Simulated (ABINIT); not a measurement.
# In2O3 (R-3c) in ABINIT: reference runs

How does In2O3 come out in PBE? The cell is run as given.

Everything below comes from runs of ABINIT 10.8.3 (patched build). Logs are shortened: lines on timing, memory, paths and dates and some standing lists are left out, and cuts for length are marked. The log counts tension as positive stress, the text compression.

**What was measured.**

From “Fabrication and performance enhancement of an In2O3/BiVO4 heterojunction for N-butanol gas sensing applications”, 2024, pmc:11650617, for a powder of In2O3: band gap 3.08 eV (optical).

The runs below are set against these values where they give the same quantity.

### Step 1. The structure

It takes space group R-3c (No. 167, trigonal). The conventional cell has a = 5.487 Å, b = 5.487 Å, c = 14.510 Å, α = 90.00°, β = 90.00°, γ = 120.00°. In (site symmetry 3) has 6 O at 2.12 to 2.26 Å as nearest neighbours. Around O (site symmetry 2) lie 4 In at 2.12 to 2.26 Å.

### Step 2. Single point, PBE

run.abi reads:

```
# Pseudopotentials
pp_dirpath "./"
pseudos "In.GGA_PBE-JTH.xml, O.GGA_PBE-JTH.xml"

# Structure
acell 3*1.0 Angstrom
rprim
     2.7435000000     1.5839604635     4.8366666667
    -2.7435000000     1.5839604635     4.8366666667
     0.0000000000    -3.1679209270     4.8366666667
ntypat 2
znucl 49 8
natom 10
typat 1 1 1 1 2 2 2 2 2 2
xred
     0.8573100000     0.8573100000     0.8573100000
     0.6426900000     0.6426900000     0.6426900000
     0.1426900000     0.1426900000     0.1426900000
     0.3573100000     0.3573100000     0.3573100000
     0.0480000000     0.7500000000     0.4520000000
     0.7500000000     0.4520000000     0.0480000000
     0.4520000000     0.0480000000     0.7500000000
     0.9520000000     0.2500000000     0.5480000000
     0.2500000000     0.5480000000     0.9520000000
     0.5480000000     0.9520000000     0.2500000000

# Plane-wave basis
ecut 23.0
pawecutdg 45.0
pawxcdev 0

# k points
kptopt 1
ngkpt 6 6 6
nshiftk 1
shiftk 0.0 0.0 0.0

# Exchange and correlation
ixc 11

# Bands and occupations
nband 53
occopt 3
tsmear 0.05 eV

# SCF cycle
nstep 100
tolvrs 1.0e-9

# Output
iomode 3
prtwf 0
prteig 0
prtebands 0
enunit 1
prtvol 2
prtden 1
prtvha 1
prtvclmb 1
prtpot 1
```

Potentials or basis: JTH PAW PBE v2.0.

Command:

```
$ abinit run.abi > log 2>&1
```

run.abo:

```text
.Version 10.8.3 of ABINIT
 Symmetries : space group R-3 c (#167); Bravais hR (rhombohedral)
================================================================================
 Values of the parameters that define the memory need of the present run
     intxc =       0    ionmov =       0      iscf =      17    lmnmax =      18
     lnmax =       6     mgfft =      48  mpssoang =       3    mqgrid =    3001
     natom =      10  nloc_mem =       2    nspden =       1   nspinor =       1
    nsppol =       1      nsym =      12    n1xccc =       1    ntypat =       2
    occopt =       3   xclevel =       2
       mpw =        4495          nfft =      110592          nkpt =          32
 PAW method is used; the additional fine FFT grid is defined by:
   mgfftf=        72    nfftf =    373248
================================================================================
================================================================================

--------------------------------------------------------------------------------
------------- Echo of variables that govern the present computation ------------
--------------------------------------------------------------------------------
 -outvars: echo values of preprocessed input variables --------
            acell      1.8897261259E+00  1.8897261259E+00  1.8897261259E+00 Bohr
              amu      1.14820000E+02  1.59994000E+01
             ecut      2.30000000E+01 Hartree
           enunit           1
              ixc          11
         kptrlatt        6    0    0      0    6    0      0    0    6
          kptrlen      6.22135635E+01
            natom          10
            nband          53
            ngfft          48      48      48
          ngfftdg          72      72      72
             nkpt          32
            nstep         100
             nsym          12
           ntypat           2
           occopt           3
        pawecutdg      4.50000000E+01 Hartree
         pawxcdev           0
        prtebands           0
           prteig           0
           prtpot           1
         prtvclmb           1
           prtvha           1
           prtvol           2
            prtwf           0
            rprim      2.7435000000E+00  1.5839604635E+00  4.8366666667E+00
                      -2.7435000000E+00  1.5839604635E+00  4.8366666667E+00
                       0.0000000000E+00 -3.1679209270E+00  4.8366666667E+00
          spgroup         167
           tolvrs      1.00000000E-09
           tsmear      1.83746611E-03 Hartree
            typat      1  1  1  1  2  2  2  2  2  2
           useylm           1
           xangst     -1.3056533658E-16 -7.4681224912E-18  1.2439568100E+01
                       6.0977539071E-17 -1.1082578078E-16  9.3254319001E+00
                      -2.8289131024E-17 -2.1708874017E-17  2.0704319000E+00
                      -1.3064391925E-17 -7.4681224912E-18  5.1845681000E+00
[... 762 lines left out ...]
kinetic             :  1.02186734620465E+02
hartree             :  9.69077831239972E+01
xc                  : -4.80644024150594E+01
Ewald energy        : -2.61328449034542E+02
psp_core            :  1.34571028737410E+01
local_psp           : -2.83601597669391E+02
PAW spherical_terms :  5.12952898551429E+01
internal            : -3.29147538645647E+02
'-kT*entropy'       : -1.06847214656647E-08
total_energy        : -3.29147538656331E+02
total_energy_eV     : -8.95656080629140E+03
...

--- !EnergyTermsDC
iteration_state     : {dtset: 1, }
comment             : '"Double-counting" decomposition of free energy'
band_energy         : -1.31294925110781E+01
Ewald energy        : -2.61328449034542E+02
psp_core            :  1.34571028737410E+01
xc_dc               : -1.02905213104962E+02
PAW spherical_terms :  3.47585086023650E+01
internal            : -3.29147543174475E+02
'-kT*entropy'       : -1.06847214656647E-08
total_energy_dc     : -3.29147543185160E+02
total_energy_dc_eV  : -8.95656092952710E+03
...

--- !EnergyTermsWithPAWCore
iteration_state     : {dtset: 1, }
comment             : 'Components of total free energy, including PAW core contributions'
Total energy        : -2.39785531297631E+04
Total energy DC     : -2.39785531342919E+04
Total energy (eV)   : -6.52489670833761E+05
Total energy DC (eV): -6.52489670956996E+05
...

 Cartesian components of stress tensor (hartree/bohr^3)
  sigma(1 1)= -2.86323416E-04  sigma(3 2)=  0.00000000E+00
  sigma(2 2)= -2.86323415E-04  sigma(3 1)=  0.00000000E+00
  sigma(3 3)= -2.40521023E-04  sigma(2 1)=  0.00000000E+00

-Cartesian components of stress tensor (GPa)         [Pressure=  7.9747E+00 GPa]
- sigma(1 1)= -8.42392573E+00  sigma(3 2)=  0.00000000E+00
- sigma(2 2)= -8.42392572E+00  sigma(3 1)=  0.00000000E+00
- sigma(3 3)= -7.07637282E+00  sigma(2 1)=  0.00000000E+00

== END DATASET(S) ==============================================================
================================================================================

 -outvars: echo values of variables after computation  --------
            acell      1.8897261259E+00  1.8897261259E+00  1.8897261259E+00 Bohr
           etotal     -3.2914754319E+02
            fcart      2.0822800577E-20  3.8531166789E-20  4.1238360341E-04
                      -2.0822800577E-20  3.8968985010E-20 -4.1238360341E-04
                      -2.0822800577E-20  3.8968985010E-20 -4.1238360341E-04
                       2.0822800577E-20  3.8531166789E-20  4.1238360341E-04
                      -1.1693303656E-03 -2.0253396041E-03 -4.0045217315E-20
                      -1.1693303656E-03  2.0253396041E-03  1.1141135709E-20
                       2.3386607312E-03 -2.0061165094E-19 -1.1236524378E-19
                       1.1693303656E-03  2.0253396041E-03  6.5351244333E-20
                       1.1693303656E-03 -2.0253396041E-03  1.4164891309E-20
                      -2.3386607312E-03  8.4930185895E-20  1.1141135709E-20
            rprim      2.7435000000E+00  1.5839604635E+00  4.8366666667E+00
                      -2.7435000000E+00  1.5839604635E+00  4.8366666667E+00
                       0.0000000000E+00 -3.1679209270E+00  4.8366666667E+00
           strten     -2.8632341588E-04 -2.8632341546E-04 -2.4052102334E-04
                       0.0000000000E+00  0.0000000000E+00  0.0000000000E+00
           xangst     -1.3056533658E-16 -7.4681224912E-18  1.2439568100E+01
                       6.0977539071E-17 -1.1082578078E-16  9.3254319001E+00
                      -2.8289131024E-17 -2.1708874017E-17  2.0704319000E+00
                      -1.3064391925E-17 -7.4681224912E-18  5.1845681000E+00
                      -1.9259370000E+00 -1.6789980913E-01  6.0458333334E+00
                       8.1756300000E-01  1.7518602726E+00  6.0458333334E+00
                       1.1083740000E+00 -1.5839604635E+00  6.0458333334E+00
                       1.9259370000E+00  1.6789980913E-01  8.4641666667E+00
                      -8.1756300000E-01 -1.7518602726E+00  8.4641666667E+00
                      -1.1083740000E+00  1.5839604635E+00  8.4641666667E+00
             xred      8.5731000000E-01  8.5731000000E-01  8.5731000000E-01
                       6.4269000000E-01  6.4269000000E-01  6.4269000000E-01
                       1.4269000000E-01  1.4269000000E-01  1.4269000000E-01
                       3.5731000000E-01  3.5731000000E-01  3.5731000000E-01
                       4.8000000000E-02  7.5000000000E-01  4.5200000000E-01
                       7.5000000000E-01  4.5200000000E-01  4.8000000000E-02
                       4.5200000000E-01  4.8000000000E-02  7.5000000000E-01
                       9.5200000000E-01  2.5000000000E-01  5.4800000000E-01
                       2.5000000000E-01  5.4800000000E-01  9.5200000000E-01
                       5.4800000000E-01  9.5200000000E-01  2.5000000000E-01
 Calculation completed.
```

It took 10 min on 1 thread of Intel Xeon Platinum 8259CL at 2.50GHz (Skylake/Cascade Lake), shared host; peak memory 0.4 GiB.

Results:

| Property | Result |
| --- | --- |
| Free energy | -8956.5609 eV |
| Pressure | 8.0 GPa |
| Largest force | 0.120 eV/Å |
| Band gap on the k mesh | 1.28 eV, indirect (least direct gap 1.31 eV) |
| Valence electrons inside the program's atomic spheres | In 11.24; O 4.55 |

Forces in eV/Å, atoms in the order of the input:
```
In   0.000  0.000  0.021
In   0.000  0.000 -0.021
In   0.000  0.000 -0.021
In   0.000  0.000  0.021
O   -0.060 -0.104  0.000
O   -0.060  0.104  0.000
O    0.120  0.000  0.000
O    0.060  0.104  0.000
O    0.060 -0.104  0.000
O   -0.120  0.000  0.000
```

Levels at points of the mesh, in eV from the valence-band top:
```tsv
k point	band 41	band 42	band 43	band 44	band 45	band 46	band 47	band 48
(0.00, 0.00, 0.00)	-0.27	-0.27	-0.03	-0.03	1.28	5.59	6.28	7.35
(0.50, 0.00, 0.00)	-0.75	-0.75	-0.06	-0.06	4.98	4.98	5.92	5.92
(0.50, 0.50, 0.00)	-0.55	-0.33	-0.08	-0.04	5.22	5.54	6.50	6.61
(0.50, 0.50, 0.50)	-0.19	-0.19	-0.19	-0.19	4.43	4.43	7.20	7.20
```

Caveat: spin-orbit coupling is left out, which moves the levels of the heavy elements.

### Step 3. How close it comes

Step 2. A measured gap of In2O3 is 3.08 eV (optical; powder; “Fabrication and performance enhancement of an In2O3/BiVO4 heterojunction for N-butanol gas sensing applications”, 2024, pmc:11650617); the calculated 1.28 eV misses it by -1.80 eV. So large a miss can be the level of theory's own, or it may mean another phase, state or a wrong row. Spin-orbit coupling on In is left out. The value is that of PBE on a finite k mesh, which can miss the band edges, without temperature or zero-point motion. Semilocal functionals fall short of measured gaps as a rule.
